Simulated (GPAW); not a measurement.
Here is a GPAW 26.7.0 calculation.

File run.py:

```python
from ase import Atoms
from ase.eos import EquationOfState
from ase.io import Trajectory
from ase.units import GPa
from gpaw import GPAW, PW, setup_paths

setup_paths.insert(0, '.')

atoms = Atoms(['Te', 'Cd'],
              cell=[[0.0, 3.205, 3.205],
                    [3.205, 0.0, 3.205],
                    [3.205, 3.205, 0.0]],
              scaled_positions=[[0.75, 0.75, 0.75],
                                [0.0, 0.0, 0.0]],
              pbc=True)

traj = Trajectory('eos.traj', 'w')
volumes, energies = [], []
for x in [0.94, 0.96, 0.98, 1.0, 1.02, 1.04, 1.06]:
    a = atoms.copy()
    a.set_cell(atoms.cell * x**(1 / 3), scale_atoms=True)
    calc = GPAW(mode=PW(600),
                xc='GGA_X_B88+GGA_C_P86',
                kpts={'size': (6, 6, 6), 'gamma': True},
                occupations={'name': 'fermi-dirac', 'width': 0.05},
                nbands=18,
                convergence={'density': 1e-05, 'energy': 1e-05},
                maxiter=150,
                txt=f'eos-{x:.2f}.txt')
    a.calc = calc
    energies.append(a.get_potential_energy(force_consistent=True))
    volumes.append(a.get_volume())
    p = -a.get_stress()[:3].mean() / GPa
    calc.write(f'eos-{x:.2f}.gpw')
    traj.write(a)
    print(f'{x:.2f} {volumes[-1]:10.4f} A^3 {energies[-1]:14.6f} eV {p:9.3f} GPa', flush=True)

v0, e0, B = EquationOfState(volumes, energies, eos='birchmurnaghan').fit()
print(f'V0 = {v0:.4f} A^3, E0 = {e0:.6f} eV, B0 = {B / GPa:.2f} GPa')
```

Potentials or basis: PAW data sets generated in the run's folder for this functional, pw.

The run is started by

```sh
$ gpaw-setup -f GGA_X_B88+GGA_C_P86 Cd Te
$ OMP_NUM_THREADS=1 python run.py
```

Q: Estimate the equilibrium volume.

A: 36.01 Å³/atom (rough: see the caveat).

Q: What does it give for the bulk modulus?

A: 35 GPa (rough).

Energy against volume, from the lowest point:
```
volume (Å³/atom)  energy (meV/atom)
          30.947             101.28
          31.605              72.50
          32.263              49.17
          32.922              30.73
          33.580              16.68
          34.239               6.57
          34.897               0.00
```

Caveat: the minimum lies outside the volumes run. The run has no spin-orbit coupling, so splittings on Te are missing.
